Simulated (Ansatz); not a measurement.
# ZrO2: the cost of one run

Method: DFT PBE, scalar-relativistic, plane waves, PAW, in Ansatz 0.2.0.

The COD entry's cell or inner coordinates are ideal or old and differ from later refinements, so a difference from it is no clean test against experiment.

2 further runs of the same task are left out: 1 that didn't finish, 1 set aside as unsound or not needed.

## 1. The system as given

The structure is cubic, space group Fm-3m (No. 225). Conventional cell: a = 5.116 Å, b = 5.116 Å, c = 5.116 Å, α = 90.00°, β = 90.00°, γ = 90.00°. Zr (site symmetry m-3m) is surrounded by 8 O at 2.22 Å. Around O (site symmetry -43m) lie 4 Zr at 2.22 Å.

As a file:

```xyz
3
Lattice="0.0000 2.5579 2.5579 2.5579 0.0000 2.5579 2.5579 2.5579 0.0000" Properties=species:S:1:pos:R:3 pbc="T T T"
Zr    0.0000    0.0000    0.0000
O     1.2789    1.2789    1.2789
O     3.8368    3.8368    3.8368
```

This cell was relaxed beforehand with the same method: volume 11.16 Å³/atom, gap on the mesh 3.32 eV.

## 2. Relaxing at 40 GPa

What is minimised here is the enthalpy; the energy can go up as the cell is squeezed.

File input.yaml:

```yaml
crystal:
  lattice:
    - [0.0, 2.5578981966, 2.5578981966]
    - [2.5578981966, 0.0, 2.5578981966]
    - [2.5578981966, 2.5578981966, 0.0]
  atoms:
    - { symbol: Zr, position: [0.0, 0.0, 0.0] }
    - { symbol: O, position: [0.25, 0.25, 0.25] }
    - { symbol: O, position: [0.75, 0.75, 0.75] }
basis:
  ecutwfc: 420
kpoints:
  mp_grid: { grid: [8, 8, 8] }
hamiltonian:
  xc: pbe
scf:
  occupations: { method: fixed }
output:
  forces: true
  stress: true
  eigenvalues: true
relax:
  adjacent_minimum: "off"
  f_tol: 0.001
  max_steps: 60
  cell: { stress_tol: 0.02, p_target: 40.0 }
```

On the command line:

```console
$ ansatz run input.yaml --threads 1 --pin off --max-ram 3072MiB --backend cpu --events-out ev --progress --plain --runs-dir out
```

**Question.** How long does this run take on 1 thread of Intel Xeon at 2.70GHz, shared host, and how much memory does it need?

About 12 s, with a peak of 0.33 GiB.
